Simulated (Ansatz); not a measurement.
This Ansatz 0.2.0 run on HfN needs a look.

File input.yaml:

```yaml
crystal:
  lattice:
    - [0.0, 2.454822, 2.454822]
    - [2.454822, 0.0, 2.454822]
    - [2.454822, 2.454822, 0.0]
  atoms:
    - { symbol: Hf, position: [0.0, 0.0, 0.0] }
    - { symbol: "N", position: [0.25, 0.25, 0.25] }
hamiltonian:
  xc: gga
  pseudopotentials: { kind: paw }
kpoints:
  mp_grid: { grid: [5, 5, 5] }
  band_path:
    path:
      - [[0.0, 0.0, 0.0], [0.5, 0.0, 0.5], [0.5, 0.25, 0.75], [0.375, 0.375, 0.75], [0.0, 0.0, 0.0], [0.5, 0.5, 0.5], [0.625, 0.25, 0.625], [0.5, 0.25, 0.75], [0.5, 0.5, 0.5], [0.375, 0.375, 0.75]]
      - [[0.625, 0.25, 0.625], [0.5, 0.0, 0.5]]
    npoints: 14
scf:
  occupations: { method: fermi_dirac, width: 0.05 }
  n_extra_bands: 6
  max_iter: 80
output:
  forces: true
  stress: true
  eigenvalues: true
  fatbands: false
```

Potentials or basis: Ansatz PAW.

The run is started by

```bash
$ ansatz run input.yaml --threads 2 --pin off --max-ram 5632MiB --backend cpu --events-out ev --progress --plain --runs-dir out
```

Output:

```text
Error: YAML parse error: error: line 10 column 7: hamiltonian.xc: unknown variant `gga`, expected one of `lda`, `lda-pw`, `pw92`, `pbe`, `pbesol`, `rpbe`, `revpbe`, `blyp`, `pbe0`, `revpbe0`, `b3lyp`, `b3lyp5`, `hse06`, `wpbeh`, `hiss`, `lc_wpbe`, `cam_b3lyp`, `hf`, `r2scan`, `r2scanh`, `r2scan0`, `r2scan50`, `mr2scan`
  --> <input>:10:7
   |
 8 |     - { symbol: "N", position: [0.25, 0.25, 0.25] }
 9 | hamiltonian:
10 |   xc: gga
   |       ^ hamiltonian.xc: unknown variant `gga`, expected one of `lda`, `lda-pw`, `pw92`, `pbe`, `pbesol`, `rpbe`, `revpbe`, `blyp`, `pbe0`, `revpbe0`, `b3lyp`, `b3lyp5`, `hse06`, `wpbeh`, `hiss`, `lc_wpbe`, `cam_b3lyp`, `hf`, `r2scan`, `r2scanh`, `r2scan0`, `r2scan50`, `mr2scan`
11 |   pseudopotentials: { kind: paw }
12 | kpoints:
   |
```

Problem. How did it end, and where is the flaw?

Solution. The program refused the input. The input holds a flaw that was put in on purpose: an unknown functional (hamiltonian.xc = gga).
